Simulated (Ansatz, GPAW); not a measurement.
Given: the input of a run of Ansatz 0.2.0 on Se (Selenium). 

The input input.yaml:

```yaml
crystal:
  lattice:
    - [4.3662, 0.0, 0.0]
    - [-2.1831, 3.781240118, 0.0]
    - [0.0, 0.0, 4.9536]
  atoms:
    - { symbol: Se, position: [0.7746, 0.7746, 0.0] }
    - { symbol: Se, position: [0.0, 0.2254, 0.6666666667] }
    - { symbol: Se, position: [0.2254, 0.0, 0.3333333333] }
hamiltonian:
  xc: pbe
  pseudopotentials: { kind: paw }
kpoints:
  mp_grid: { grid: [7, 7, 6] }
scf:
  occupations: { method: gaussian, width: 0.017 }
output:
  forces: true
  stress: true
  eigenvalues: true
```

Potentials or basis: Ansatz PAW.

Command:

```console
$ ansatz run input.yaml --threads 2 --pin off --max-ram 5632MiB --backend cpu --events-out ev --progress --plain --runs-dir out
```

Question: Translate it to GPAW 26.7.0 (ASE script). Potentials or basis there: GPAW PAW data sets (gpaw-data 1.2.1), cutoff 600 eV.

Answer: As run (cutoffs and basis follow the program's own potentials, and thresholds, step limits or extra output files can differ):

Contents of run.py:

```python
from ase.dft.bandgap import bandgap
from ase.io import read, write
from ase.units import GPa
from gpaw import GPAW, PW

atoms = read('Se.xyz')

calc = GPAW(mode=PW(600),
            xc='PBE',
            kpts={'size': (7, 7, 6), 'gamma': True},
            occupations={'name': 'methfessel-paxton', 'order': 0, 'width': 0.017},
            nbands=19,
            convergence={'density': 1e-05, 'energy': 1e-05},
            maxiter=150,
            txt='gpaw.txt')
atoms.calc = calc
energy = atoms.get_potential_energy()
forces = atoms.get_forces()
stress = atoms.get_stress()
calc.write('gs.gpw')
write('result.traj', atoms)
print(f'Energy: {energy:.6f} eV')
print('Forces (eV/A):')
print(forces.round(4))
print('Stress (GPa):', (stress / GPa).round(3))
print('Fermi level:', round(calc.get_fermi_level(), 4), 'eV')
print(f'Gap: {bandgap(calc)[0]:.4f} eV, direct: {bandgap(calc, direct=True)[0]:.4f} eV')
```

Contents of Se.xyz:

```xyz
3
Lattice="4.3662000000 0.0000000000 0.0000000000 -2.1831000000 3.7812401180 0.0000000000 0.0000000000 0.0000000000 4.9536000000" Properties=species:S:1:pos:R:3 pbc="T T T"
Se     1.6910292600      2.9289485954      0.0000000000
Se    -0.4920707400      0.8522915226      3.3024000002
Se     0.9841414800      0.0000000000      1.6511999998
```

Potentials or basis: GPAW PAW data sets (gpaw-data 1.2.1), pw.

Command:

```sh
$ OMP_NUM_THREADS=1 python run.py
```

Both were run:

|  | Ansatz | GPAW |
| --- | --- | --- |
| Pressure | 2.8 GPa | 2.8 GPa |
| Largest force | 0.401 eV/Å | 0.420 eV/Å |

Ansatz's pressure holds a Pulay term of +0.01 GPa for its cutoff of 420 eV, which the other run lacks.

The potentials hold 48 and 18 valence electrons a cell.

Where Ansatz's input types no cutoff or centring, it takes its own default and a Γ-centred mesh.

Pressure is positive in compression.
